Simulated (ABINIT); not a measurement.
A run of ABINIT 10.8.3 (patched build):

run.abi

```
pp_dirpath "./"
pseudos "Pt.upf, Se.upf"

acell 3*1.0
rprim
     7.0373400881     0.0000000000     0.0000000000
    -3.5186700441     6.0945152914     0.0000000000
     0.0000000000     0.0000000000     9.5657936429
ntypat 2
znucl 78 34
natom 3
typat 1 2 2
xred
     0.0000000000     0.0000000000     0.0000000000
     0.6666666667     0.3333333333     0.7500000000
     0.3333333333     0.6666666667     0.2500000000

ecut 43.0

kptopt 1
ngkpt 8 8 5
nshiftk 1
shiftk 0.0 0.0 0.0

ixc -116133

nband 30
occopt 3
tsmear 0.05 eV

nstep 100
tolvrs 1.0e-10

iomode 3
prtwf 0
prtden 0
prteig 0
prtebands 0
```

Potentials or basis: PseudoDojo NC SR PBEsol v0.4.1 standard.

Run with:

```console
$ abinit run.abi > log 2>&1
```

Hardware: 1 thread of Arm Neoverse V2, on a shared host.

Task: How long does it take, and how much memory?

Result: Run time: 4.9 min on 1 thread of Arm Neoverse V2, on a shared host, peak memory 0.18 GiB. Counts: scf iterations 12, mpi ranks 1, k points 40, bands 30, plane waves 5566.
